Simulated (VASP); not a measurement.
Crystal: BaTiO3.

```
CELL_PARAMETERS angstrom
2.83588 1.63730 2.31911
-2.83588 1.63730 2.31911
0.00000 -3.27460 2.31911
ATOMIC_POSITIONS crystal
Ba 0.99965 0.99965 0.99965
Ti 0.49059 0.49059 0.49059
O 0.50809 0.50809 0.01277
O 0.01277 0.50809 0.50809
O 0.50809 0.01277 0.50809
```

The cell isn't the ideal one: a relaxed cell with its volume scaled by 1.04.

* Program: VASP 6.6.1
* Task: relaxation of shape and atoms at fixed volume
* Functional: LDA
* Potentials or basis: VASP PAW LDA potentials, release 64 (Ba_sv, Ti_sv, O)
* Cutoff: 600 eV
* k mesh: 7 × 7 × 7
* Occupations: gaussian, width 0.03 eV
* Spin: no spin polarisation

At the start: pressure -6.9 GPa; volume 12.92 Å³/atom.

**Question.** Where does the relaxation end?

**Answer.** Over 9 steps the energy falls by 3.1 meV/atom; space group R3m (No. 160, to 0.05 Å).

The path:
```csv
step,energy change (eV),largest force (eV/Å),pressure (GPa)
1,0.0000,0.2691,-6.88
2,-0.0079,0.2293,-6.25
3,-0.0125,0.1029,-5.16
4,-0.0144,0.0688,-4.89
5,-0.0146,0.0657,-4.75
6,-0.0152,0.0259,-4.91
7,-0.0152,0.0182,-4.93
8,-0.0152,0.0192,-4.93
9,-0.0153,0.0050,-4.91
```

Final structure:
```yaml
crystal:
  lattice:
    - [2.83307, 1.63568, 2.32371]
    - [-2.83307, 1.63568, 2.32371]
    - [0.00000, -3.27135, 2.32371]
  atoms:
    - { symbol: Ba, position: [0.99699, 0.99699, 0.99699] }
    - { symbol: Ti, position: [0.48445, 0.48445, 0.48445] }
    - { symbol: O, position: [0.50969, 0.50969, 0.01838] }
    - { symbol: O, position: [0.01838, 0.50969, 0.50969] }
    - { symbol: O, position: [0.50969, 0.01838, 0.50969] }
```
